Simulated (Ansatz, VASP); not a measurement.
# Two plane-wave programs on GaN

```
Ga N
1.0
     0.00000    2.35953    2.35953
     2.35953    0.00000    2.35953
     2.35953    2.35953    0.00000
Ga N
1 1
Direct
  0.00000 0.00000 0.00000
  0.75000 0.75000 0.75000
```

Alike in both runs: task single point; functional PBEsol; k mesh 10 × 10 × 10; occupations gaussian, width 0.02 eV; no spin polarisation.

|  | VASP | Ansatz |
| --- | --- | --- |
| version | VASP 6.6.1 | Ansatz 0.2.0 |
| potentials or method | VASP PAW PBE potentials, release 64 (Ga_d, N) | scalar-relativistic, plane waves, PAW |
| plane-wave cutoff (eV) | 520 | 420 |
| valence electrons in the cell | 18 | 18 |

```tsv
	VASP	Ansatz	Ansatz less VASP
gap on the k mesh at the Fermi level (eV)	0.81	0.80	-0.010
least direct gap on the mesh (eV)	0.81	0.80	-0.010
pressure (GPa)	-19.7	-19.7	+0.05
```

Caveats: so large a pressure means that the cell lies far from this level's equilibrium, or that cutoff or potentials fall short (VASP); the potentials were made for another functional, which shifts forces and pressure (VASP).
